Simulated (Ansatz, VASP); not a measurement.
## MgS (Niningerite) in VASP and in Ansatz

The input INCAR:

```
SYSTEM = MgS
ALGO = Normal ; EDIFF = 1E-7
ENCUT = 520 ; GGA = PS
ISIF = 2 ; ISMEAR = -1
LASPH = .TRUE. ; LCHARG = .FALSE.
LREAL = .FALSE. ; LWAVE = .FALSE.
NBANDS = 11 ; NELM = 80
PREC = Accurate ; SIGMA = 0.05
```

File KPOINTS:

```
k-points
0
G
  9 9 9
  0 0 0
```

Contents of POSCAR:

```
MgS
1.0
    0.0000000000      2.6188799723      2.6188799723
    2.6188799723      0.0000000000      2.6188799723
    2.6188799723      2.6188799723      0.0000000000
S Mg
1 1
Direct
    0.5000000000      0.5000000000      0.5000000000
    0.0000000000      0.0000000000      0.0000000000
```

The input input.yaml:

```yaml
crystal:
  lattice:
    - [0.0, 2.6188799723, 2.6188799723]
    - [2.6188799723, 0.0, 2.6188799723]
    - [2.6188799723, 2.6188799723, 0.0]
  atoms:
    - { symbol: S, position: [0.5, 0.5, 0.5] }
    - { symbol: Mg, position: [0.0, 0.0, 0.0] }
hamiltonian:
  xc: pbesol
  pseudopotentials: { kind: paw }
kpoints:
  mp_grid: { grid: [9, 9, 9] }
scf:
  occupations: { method: fermi_dirac, width: 0.05 }
output:
  forces: true
  stress: true
  eigenvalues: true
  write_density: true
  write_potential: true
  elf: true
  volumetric_format: npy
```

Change from the starting cell: volume scaled by 1.02.

Alike in both runs: task single point; functional PBEsol; k mesh 9 × 9 × 9; occupations fermi-dirac, width 0.05 eV; no spin polarisation.

|  | VASP | Ansatz |
| --- | --- | --- |
| version | VASP 6.6.1 | Ansatz 0.2.0 |
| potentials or method | VASP PAW PBE potentials, release 64 (S, Mg) | Ansatz PAW |
| plane-wave cutoff (eV) | 520 | 420 |
| valence electrons in the cell | 8 | 16 |

VASP gave:

* gap on the k mesh at the Fermi level (eV): 2.79
* least direct gap on the mesh (eV): 3.44
* pressure (GPa): -2.5

Question: What did Ansatz give for the same quantities?

Answer: gap on the k mesh at the Fermi level (eV): 2.79; least direct gap on the mesh (eV): 3.44; pressure (GPa): -2.3.

The functional is the same, so the differences come from potentials, cutoffs and numerics. The two sets of potentials don't hold the same shells in valence.

Caveats: the PAW data sets were made with another functional, which shifts forces and pressure a little (VASP); an odd mesh through Γ misses points on the zone boundary, where band edges often lie (VASP); odd divisions of the mesh miss points on the zone boundary, where band edges often lie, so the gap on the mesh can be too wide (Ansatz); the PAW data sets come from PBE, with cores solved anew for the run's functional, which leaves a small shift of forces and pressure (Ansatz).
